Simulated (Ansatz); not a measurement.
# MgI2: the band gap up the ladder of functionals

The task here is to estimate one member of a computed series from the others.

The runs shown are made with Ansatz 0.2.0. PAW datasets, plane waves. No spin polarisation. The prototype was imposed, so other structures may be more stable.

## The system as given

The cell was relaxed beforehand with r2SCAN.

It is cubic, Fm-3m (No. 225); a = 7.511 Å in the conventional setting, 35.32 Å³ an atom. Near Mg stand 8 I at 3.25 Å; near I stand 4 Mg at 3.25 Å.

As a file:

```xyz
3
Lattice="0.0000 3.7557 3.7557 3.7557 0.0000 3.7557 3.7557 3.7557 0.0000" Properties=species:S:1:pos:R:3 pbc="T T T"
Mg    0.0000    0.0000    0.0000
I     1.8779    1.8779    1.8779
I     5.6336    5.6336    5.6336
```

Set-up of the first run:

input.yaml reads:

```yaml
crystal:
  lattice:
    - [0.0, 3.7557205824, 3.7557205824]
    - [3.7557205824, 0.0, 3.7557205824]
    - [3.7557205824, 3.7557205824, 0.0]
  atoms:
    - { symbol: Mg, position: [0.0, 0.0, 0.0] }
    - { symbol: I, position: [0.25, 0.25, 0.25] }
    - { symbol: I, position: [0.75, 0.75, 0.75] }
kpoints:
  mp_grid: { grid: [6, 6, 6] }
  band_path:
    path:
      - [[0.0, 0.0, 0.0], [0.5, -8.479351566891e-37, 0.5], [0.625, 0.25, 0.625]]
      - [[0.375, 0.375, 0.75], [0.0, 0.0, 0.0], [0.5, 0.5, 0.5], [0.5, 0.25, 0.75], [0.5, -8.479351566891e-37, 0.5]]
    npoints: 10
hamiltonian:
  xc: pbe
scf:
  occupations: { method: fermi_dirac, width: 0.02 }
  n_extra_bands: 4
output:
  forces: true
  stress: true
  eigenvalues: true
  write_density: true
  write_potential: true
  elf: true
  volumetric_format: npy
```

The run is started by

```sh
$ ansatz run input.yaml --threads 2 --pin off --max-ram 2211MiB --backend cpu --events-out ev --progress --plain --runs-dir out
```

Among the steps run: PBE bands along the symmetry lines; r2SCAN; Single point with HSE06; PBE+SOC; Single point with PBE0; LDA; One-shot GW from PBE; Quasiparticle levels, G0W0@PBE; DDH-PBE0 at the same geometry; Single point with HSE06+SOC; LC-ωPBE at the same geometry; r2SCANh.

One of the session's tables, all rows but one given; the rest of the session is left out.

```
                     level  gap (eV)
                       PBE      0.61
                    r2SCAN      1.34
                     HSE06      1.43
                   PBE+SOC      0.62
                      PBE0      2.08
                       LDA      0.43
G0W0@PBE (316 empty bands)      1.68
G0W0@PBE (785 empty bands)      1.78
                  DDH-PBE0      1.67
                 HSE06+SOC      1.42
                   LC-ωPBE      5.96
                   r2SCANh         ?
```

Estimate the missing values for r2SCANh.

As computed: gap (eV): 1.82. In the column «gap (eV)» it lies between G0W0@PBE (785 empty bands) (1.78) and PBE0 (2.08).

Meshes: PBE 6×6×6, r2SCAN 6×6×6, HSE06 4×4×4, PBE+SOC 6×6×6, PBE0 4×4×4, LDA 6×6×6, DDH-PBE0 4×4×4, HSE06+SOC 4×4×4, LC-ωPBE 4×4×4, r2SCANh 4×4×4.

LDA gives the least gap, 0.43 eV, and LC-ωPBE the largest, 5.96 eV. Against G0W0@PBE, PBE is short by 1.17 eV, at 34 % of it, and r2SCAN 75 %. PBE0 lies 0.65 eV above HSE06, which differs from it by screening the long-range exchange. G0W0 values are finite-basis, finite-mesh values.

To keep in mind: Warnings in the runs' records: stress exchange threshold loose, stress scf threshold loose.
